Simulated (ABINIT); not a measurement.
MoS2:

```
CELL_PARAMETERS angstrom
3.22746 0.00000 0.00000
-1.61373 2.79507 0.00000
0.00000 0.00000 6.31247
ATOMIC_POSITIONS crystal
Mo 0.00000 0.00000 0.50000
S 0.66667 0.33333 0.74468
S 0.33333 0.66667 0.25532
```

Measurements of this composition are mostly on another form, of space group No. 194.

Base run:

```yaml
Program: ABINIT 10.8.3 (patched build)
Functional: PBEsol
Potentials_or_basis: JTH PAW PBE v2.0
Cutoff: 544 eV
k_mesh: 9 × 9 × 4
Occupations: fermi-dirac, width 0.05 eV
Spin: no spin polarisation
```

Its results: band gap on the k mesh none (metal or under the smearing width); pressure -3.3 GPa; largest force 0.048 eV/Å.

Question: After a change of settings the same cell gave: band gap on the k mesh none (metal or under the smearing width); pressure 3.4 GPa; largest force 0.347 eV/Å. Which change was it?
A. functional from PBEsol to RPBE
B. k mesh from 9 × 9 × 4 to 7 × 7 × 3
C. functional from PBEsol to AM05
D. functional from PBEsol to BP86

Answer: A.

RPBE binds less tightly than PBEsol, so the same cell stands under more pressure.

Caveats: the PAW data sets were made with another functional, which shifts forces and pressure a little; this functional lacks dispersion, which binds the layers, so the pressure and a relaxed spacing across them are unreliable.
